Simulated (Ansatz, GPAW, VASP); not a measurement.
**Al: 4 runs at one level of theory**

```
Al
1.0
     0.00000    2.02481    2.02481
     2.02481    0.00000    2.02481
     2.02481    2.02481    0.00000
Al
1
Cartesian
  0.0000 0.0000 0.0000
```

Alike in all runs: task single point; functional PBE; k mesh 11 × 11 × 11; occupations gaussian, width 0.014 eV; no spin polarisation; no spin-orbit coupling. Pressure is positive in compression and, in plane waves, holds the error of the finite cutoff, which Ansatz's Pulay term estimates and takes out.

```csv
program and potentials,plane-wave cutoff (eV),notes,pressure (GPa)
"Ansatz, Ansatz PAW",420,Pulay term of +0.07 GPa included,-0.51
"VASP, PBE PAW files Al, 520 eV",520,-,-0.55
"GPAW, GPAW PAW data sets (gpaw-data 1.2.1)",600,-,-0.39
"Ansatz, all-electron LAPW, scalar-relativistic",-,-,-0.51
```

The pressure spans -0.55 (VASP, PBE PAW files Al, 520 eV) to -0.39 GPa (GPAW, GPAW PAW data sets (gpaw-data 1.2.1)), with all-electron results at -0.51.

Differences between rows come from potentials, basis sets and numerical settings, since the functional is the same but for its coding. Runs on potential files found faulty are left out.
